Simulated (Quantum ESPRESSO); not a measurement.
The system is TiTe2.

```
Te Ti
1.0
     3.77700    0.00000    0.00000
    -1.88850    3.27098    0.00000
     0.00000    0.00000    6.49800
Te Ti
2 1
Direct
  0.33333 0.66667 0.73720
  0.66667 0.33333 0.26280
  0.00000 0.00000 0.00000
```

Base run:

- Program: Quantum ESPRESSO 7.5
- Functional: PBEsol
- Potentials or basis: PseudoDojo 0.4 FR PBE standard
- Cutoff: 1143 eV
- Density cutoff: 4572 eV
- k mesh: 8 × 8 × 4
- Occupations: fermi-dirac, width 0.05 eV
- Spin: spin-orbit coupling, no magnetisation

Its results: band gap on the k mesh none (metal or under the smearing width); pressure -2.0 GPa; largest force 0.103 eV/Å.

Problem. The run is repeated on the same cell with these changes: functional from PBEsol to PBE; k mesh from 8 × 8 × 4 to 7 × 7 × 3. What comes out?

Solution. Band gap on the k mesh none (metal or under the smearing width); pressure 1.1 GPa; largest force 0.008 eV/Å.

Several settings changed at once, so the effect can't be laid on one alone.

Caveats: this functional lacks dispersion, which binds the layers, so the pressure and a relaxed spacing across them are unreliable; the potentials were made for another functional, which shifts forces and pressure (some runs).

Not every run made on this cell is shown here.
